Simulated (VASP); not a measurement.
# Ga3Sb (P6/mmm) in VASP: relaxation of cell and atoms with PBE

Aim: the relaxation of cell and atoms of Ga3Sb with PBE.

Program: VASP 6.6.1. These are calculated values, not measurements. Logs are shortened: lines on timing, memory, paths and dates and some standing lists are left out, and cuts for length are marked.

## Step 1: Starting point

It takes space group P6/mmm (No. 191, hexagonal). The conventional cell has a = 3.758 Å, b = 3.758 Å, c = 7.326 Å, α = 90.00°, β = 90.00°, γ = 120.00°. Ga (site symmetry -6m2) has 6 Ga at 2.17 Å as nearest neighbours. Ga (site symmetry 6/mmm) has 6 Ga at 2.17 Å as nearest neighbours. Sb (site symmetry 6/mmm) has 2 Ga at 3.66 Å and 6 Sb at 3.76 Å as nearest neighbours.

The cell was built by a generator and needn't be a form met in nature.

## Step 2: Relaxation of cell and atoms, PBE

Input file INCAR:

```
PREC = Normal
ENCUT = 520
EDIFF = 1E-4
ISMEAR = 0
SIGMA = 0.15
LREAL = F
LASPH = T
NELM = 60
ALGO = Fast
ISIF = 3
LWAVE = F
LCHARG = F
GGA = PE
IBRION = 2
NSW = 24
EDIFFG = -0.08
```

Input file KPOINTS:

```
regular mesh
0
Gamma
  6 6 3
```

Input file POSCAR:

```
Ga3Sb
1.0
    3.7584688700      0.0000000000      0.0000000000
   -1.8792344300      3.2549295200      0.0000000000
    0.0000000000      0.0000000000      7.3256046100
Ga Sb
3 1
Direct
    0.3333333300      0.6666666700      0.5000000000
    0.6666666700      0.3333333300      0.5000000000
    0.0000000000      0.0000000000      0.5000000000
    0.0000000000      0.0000000000      0.0000000000
```

Potentials or basis: VASP PAW PBE potentials, release 64 (Ga_d, Sb).

Run with:

```console
cat potpaw_PBE.64/Ga_d/POTCAR potpaw_PBE.64/Sb/POTCAR > POTCAR
mpirun -np 1 vasp_std > vasp.out
```

OUTCAR:

```text
PREC = Normal
   ENCUT = 520
   EDIFF = 1E-4
   ISMEAR = 0
   LREAL = F
   LASPH = T
   NELM = 60
   ISIF = 3
   GGA = PE
   IBRION = 2
   NSW = 24
   EDIFFG = -0.08

 ion  position               nearest neighbor table
   1  0.333  0.667  0.500-   3 2.17   2 2.17   2 2.17   3 2.17   3 2.17   2 2.17
   2  0.667  0.333  0.500-   3 2.17   1 2.17   1 2.17   3 2.17   3 2.17   1 2.17
   3  0.000  0.000  0.500-   1 2.17   2 2.17   1 2.17   2 2.17   2 2.17   1 2.17
   4  0.000  0.000  0.000-

  LATTYP: Found a hexagonal cell.
 ALAT       =     3.7584688700
 C/A-ratio  =     1.9490927991

  Lattice vectors:

 A1 = (   3.7584688700,   0.0000000000,   0.0000000000)
 A2 = (  -1.8792344300,   3.2549295200,   0.0000000000)
 A3 = (   0.0000000000,   0.0000000000,   7.3256046100)

Analysis of symmetry for initial positions (statically):
=====================================================================
 Subroutine PRICEL returns:
 Original cell was already a primitive cell.

 Routine SETGRP: Setting up the symmetry group for a
 hexagonal supercell.

 Subroutine GETGRP returns: Found 24 space group operations
 (whereof 24 operations were pure point group operations)
 out of a pool of 24 trial point group operations.

The static configuration has the point symmetry D_6h.

Analysis of symmetry for dynamics (positions and initial velocities):
=====================================================================
 Subroutine PRICEL returns:
 Original cell was already a primitive cell.

 Routine SETGRP: Setting up the symmetry group for a
 hexagonal supercell.

 Subroutine GETGRP returns: Found 24 space group operations
 (whereof 24 operations were pure point group operations)
 out of a pool of 24 trial point group operations.

The dynamic configuration has the point symmetry D_6h.

 Subroutine INISYM returns: Found 24 space group operations
 (whereof 24 operations are pure point group operations),
 and found     1 'primitive' translations

----------------------------------------------------------------------------------------

                                     Primitive cell

  volume of cell :      89.6182

  direct lattice vectors                    reciprocal lattice vectors
     3.758468870  0.000000000  0.000000000     0.266065793  0.153613157  0.000000000
    -1.879234430  3.254929520  0.000000000     0.000000000  0.307226314  0.000000000
     0.000000000  0.000000000  7.325604610     0.000000000  0.000000000  0.136507504

  length of vectors
     3.758468870  3.758468867  7.325604610     0.307226314  0.307226314  0.136507504

  position of ions in fractional coordinates (direct lattice)
     0.333333330  0.666666670  0.500000000
     0.666666670  0.333333330  0.500000000
     0.000000000  0.000000000  0.500000000
     0.000000000  0.000000000  0.000000000

  ion indices of the primitive-cell ions
   primitive index   ion index
                 1           1
                 2           2
                 3           3
                 4           4

----------------------------------------------------------------------------------------

 KPOINTS: regular mesh

Automatic generation of k-mesh.
 Grid dimensions read from file:
 generate k-points for:    6    6    3

 Generating k-lattice:

  Cartesian coordinates                     Fractional coordinates (reciprocal lattice)
     0.044344299  0.025602193  0.000000000     0.166666667  0.000000000  0.000000000
     0.000000000  0.051204386  0.000000000     0.000000000  0.166666667  0.000000000
     0.000000000  0.000000000  0.045502501     0.000000000  0.000000000  0.333333333

  Length of vectors
     0.051204386  0.051204386  0.045502501

  Shift w.r.t. Gamma in fractional coordinates (k-lattice)
     0.000000000  0.000000000  0.000000000

 Subroutine IBZKPT returns following result:
 ===========================================

 Found     14 irreducible k-points:

 Following reciprocal coordinates:
            Coordinates               Weight
  0.000000  0.000000  0.000000      1.000000
  0.166667  0.000000  0.000000      6.000000
  0.333333  0.000000  0.000000      6.000000
  0.500000  0.000000  0.000000      3.000000
  0.166667  0.166667  0.000000      6.000000
  0.333333  0.166667  0.000000     12.000000
  0.333333  0.333333  0.000000      2.000000
  0.000000  0.000000  0.333333      2.000000
  0.166667  0.000000  0.333333     12.000000
  0.333333  0.000000  0.333333     12.000000
  0.500000  0.000000  0.333333      6.000000
  0.166667  0.166667  0.333333     12.000000
  0.333333  0.166667  0.333333     24.000000
  0.333333  0.333333  0.333333      4.000000
   k-points           NKPTS =     14   k-points in BZ     NKDIM =     14   number of bands    NBANDS=     26
   number of dos      NEDOS =    301   number of ions     NIONS =      4
   total plane-waves  NPLWV =  24192
   dimension x,y,z NGX =    24 NGY =   24 NGZ =   42
   dimension x,y,z NGXF=    48 NGYF=   48 NGZF=   84
   ions per type =               3   1
   NGX,Y,Z   is equivalent  to a cutoff of  10.62, 10.62,  9.53 a.u.
   NGXF,Y,Z  is equivalent  to a cutoff of  21.23, 21.23, 19.06 a.u.
 SYSTEM =  unknown system
   PREC   = normal    normal or accurate (medium, high low for compatibility)
   ISTART =      0    job   : 0-new  1-cont  2-samecut
   ICHARG =      2    charge: 1-file 2-atom 10-const
   ISPIN  =      1    spin polarized calculation?
   LNONCOLLINEAR =      F non collinear calculations
   LSORBIT =      F    spin-orbit coupling
   LASPH  =      T    aspherical Exc in radial PAW
   ENCUT  =  520.0 eV  38.22 Ry    6.18 a.u.   6.99  6.99 13.62*2*pi/ulx,y,z
   NELM   =     60;   NELMIN=  2; NELMDL= -5     # of ELM steps
   EDIFF  = 0.1E-03   stopping-criterion for ELM
   LREAL  =      F    real-space projection
   EDIFFG = -.8E-01   stopping-criterion for IOM
   NSW    =     24    number of steps for IOM
   IBRION =      2    ionic relax: 0-MD 1-quasi-New 2-CG
   NFREE  =      1    steps in history (QN), initial steepest desc. (CG)
   ISIF   =      3    stress and relaxation
   ISYM   =      2    0-nonsym 1-usesym 2-fastsym
   POTIM  = 0.5000    time-step for ionic-motion
   TEBEG  =    0.0;   TEEND  =   0.0 temperature during run
   PSTRESS=    0.0 pullay stress
   NELECT =      44.0000    total number of electrons
   NUPDOWN=      -1.0000    fix difference up-down
   EMIN   =  10.00;   EMAX   =-10.00  energy-range for DOS
   EFERMI =   0.00;   METHOD = LEGACY
   ISMEAR =     0;   SIGMA  =   0.15  broadening in eV -4-tet -1-fermi 0-gaus
   EFERMI_NEDOS =   21; number of points for ismear=-14 and -15
   IALGO  =     68    algorithm
   IMIX   =      4    mixing-type and parameters
     AMIX     =   0.40;   BMIX     =  1.00
     AMIX_MAG =   1.60;   BMIX_MAG =  1.00
  volume/ion in A,a.u.               =      22.40       151.19
  Fermi-wavevector in a.u.,A,eV,Ry     =   1.291498  2.440577 22.694068  1.667967
  Thomas-Fermi vector in A             =   2.423264
   LORBIT       =      0    0 simple, 1 ext, 2 COOP (PROOUT), +10 PAW based schemes
   GGA     = PE    functional components
   LHFCALC =     F    Hartree Fock is set to
   AEXX    =    0.0000 exact exchange contribution
   IVDW    =     0    specifies the selected vdW correction
   LEPSILON=     F    determine dielectric tensor
   LRPA    =     F    only Hartree local field effects (RPA)
 conjugate gradient relaxation of ions
 non-spin polarized calculation
 RMM-DIIS sequential band-by-band and
 Gauss-broadening in eV      SIGMA  =   0.15
  energy-cutoff  :      520.00
  volume of cell :       89.62
 maximum number of plane-waves:      2430
   NGX = 13   NGY = 13   NGZ = 27

--------------------------------------- Ionic step        1  -------------------------------------------

 number of electron      44.0000035 magnetization

 Free energy of the ion-electron system (eV)
  ---------------------------------------------------
  ext. energy  EPLUGINS =         0.00000000
  ---------------------------------------------------
  free energy    TOTEN  =        -4.43860085 eV

  energy without entropy =       -4.38522456  energy(sigma->0) =       -4.41191271

------------------------ aborting loop because EDIFF is reached ----------------------------------------

  FORCE on cell =-STRESS in cart. coord.  units (eV):
  Direction    XX          YY          ZZ          XY          YZ          ZX
  --------------------------------------------------------------------------------------
  -------------------------------------------------------------------------------------
  Total       33.5443238     33.5443238     -2.8289927      0.0000001     -0.0000000      0.0000000
  in kB      599.6993846    599.6993843    -50.5762231      0.0000009     -0.0000000      0.0000000
  external PRESSURE =     382.9408486 kB  Pullay stress =       0.0000000 kB
[... 95 lines left out ...]
  FREE ENERGIE OF THE ION-ELECTRON SYSTEM (eV)
  ---------------------------------------------------
  free  energy   TOTEN  =       -10.0279473821 eV

  energy  without entropy=       -9.9920495744  energy(sigma->0) =      -10.00999848

 E-fermi :   4.6667     XC(G=0):  -9.6155

 val. band max:        4.5735855579   @ k =   0.3333   0.0000   0.3333
 cond. band min:       4.7474799849   @ k =   0.1667   0.0000   0.3333
 fundamental gap:      0.1738944269
 Fermi energy:         4.6666520407

 k-point     1 :       0.0000    0.0000    0.0000
  band No.  band energies     occupation
      1     -10.9025      2.00000
      2     -10.7198      2.00000
      3     -10.7198      2.00000
      4     -10.7129      2.00000
      5     -10.7129      2.00000
      6     -10.4942      2.00000
[... 395 lines left out ...]
     25       7.8941      0.00000
     26       8.3603      0.00000

[... ionic steps 4 to 15 ...]

--------------------------------------- Ionic step       16  -------------------------------------------

 number of electron      44.0000311 magnetization

------------------------ aborting loop because EDIFF is reached ----------------------------------------

  FORCE on cell =-STRESS in cart. coord.  units (eV):
  Direction    XX          YY          ZZ          XY          YZ          ZX
  --------------------------------------------------------------------------------------
  -------------------------------------------------------------------------------------
  Total       -0.1852149     -0.1852149      0.5071198     -0.0000000      0.0000000      0.0000000
  in kB       -2.5975421     -2.5975420      7.1120907     -0.0000000      0.0000000      0.0000000
  external PRESSURE =       0.6390022 kB  Pullay stress =       0.0000000 kB
[... 61 lines left out ...]
  energy  without entropy=      -11.2679920033  energy(sigma->0) =      -11.27977640

--------------------------------------- Ionic step       18  -------------------------------------------

 number of electron      44.0000193 magnetization

 Free energy of the ion-electron system (eV)
  ---------------------------------------------------
  ext. energy  EPLUGINS =         0.00000000
  ---------------------------------------------------
  free energy    TOTEN  =       -11.29470241 eV

  energy without entropy =      -11.27139021  energy(sigma->0) =      -11.28304631

 E-fermi :   3.6617     XC(G=0):  -9.0948

 val. band max:        3.6074718723   @ k =   0.3333   0.0000   0.3333
 cond. band min:       3.7342036866   @ k =   0.0000   0.0000   0.3333
 fundamental gap:      0.1267318143
 Fermi energy:         3.6617101449

 k-point     1 :       0.0000    0.0000    0.0000
  band No.  band energies     occupation
      1     -11.7248      2.00000
      2     -11.5861      2.00000
      3     -11.5861      2.00000
      4     -11.5772      2.00000
      5     -11.5772      2.00000
      6     -11.3475      2.00000
[... 426 lines left out ...]
  FREE ENERGIE OF THE ION-ELECTRON SYSTEM (eV)
  ---------------------------------------------------
  free  energy   TOTEN  =       -11.2947024067 eV

  energy  without entropy=      -11.2713902098  energy(sigma->0) =      -11.28304631

 reached required accuracy - stopping structural energy minimisation
```

Wall time 2 min (1 thread of Intel Xeon 6975P-C (Granite Rapids), shared host); peak memory 0.17 GiB.

What came out:

- Free energy: -11.2947 eV
- Relaxed volume: 28.35 Å³/atom
- Relaxed cell: a = 5.017 Å, b = 5.017 Å, c = 5.202 Å, α = 90.00°, β = 90.00°, γ = 120.00°
- Space group after relaxing (to 0.05 Å): P6/mmm (No. 191)
- Energy gained by relaxing: 1714.0 meV/atom
- Ionic steps: 18
- Pressure after relaxing: -0.1 GPa
- Band gap on the k mesh: none (metal or under the smearing width)

The path:
```tsv
step	energy change (eV)	largest force (eV/Å)	pressure (GPa)	volume (Å³)
1	0.0000	0.0000	38.29	89.62
2	-5.1488	0.0000	-4.86	170.77
3	-5.5893	0.0000	-1.49	132.47
4	-5.6255	0.0000	-3.04	142.67
5	-5.6342	0.0000	-2.93	139.70
6	-5.6328	0.0000	-2.61	138.00
7	-6.1051	0.0000	-2.48	128.93
8	-6.6895	0.0000	5.63	100.78
9	-6.7505	0.0000	0.11	110.74
10	-6.7622	0.0000	2.12	108.35
11	-6.7602	0.0000	0.38	109.21
12	-6.7778	0.0000	0.08	111.14
13	-6.7996	0.0000	-0.86	116.21
14	-6.8135	0.0000	-0.79	115.88
15	-6.8429	0.0000	-0.69	114.80
16	-6.8415	0.0000	0.06	114.24
17	-6.8530	0.0000	-0.49	114.59
18	-6.8561	0.0000	-0.11	113.41
```

Final structure:
```
Ga Sb
1.0
     5.01727    0.00000    0.00000
    -2.50864    4.34508    0.00000
     0.00000    0.00000    5.20222
Ga Sb
3 1
Direct
  0.33333 0.66667 0.50000
  0.66667 0.33333 0.50000
  0.00000 0.00000 0.50000
  0.00000 0.00000 0.00000
```

Levels at points of the mesh, in eV from the Fermi level:
```
           k point  band 19  band 20  band 21  band 22  band 23  band 24  band 25  band 26
(0.00, 0.00, 0.00)    -1.88    -1.84    -1.79    -1.79    -0.35    -0.35     1.94     2.27
(0.50, 0.00, 0.00)    -3.48    -3.24    -2.94    -0.51     0.68     1.07     2.86     4.16
```

Caveat: the volume moved by over 15 % at a fixed basis, so the end points are rough; the relaxation stopped at a loose force limit of 0.08 eV/Å, so its end isn't a converged minimum. Spin-orbit coupling is left out, which matters for the levels of Sb.
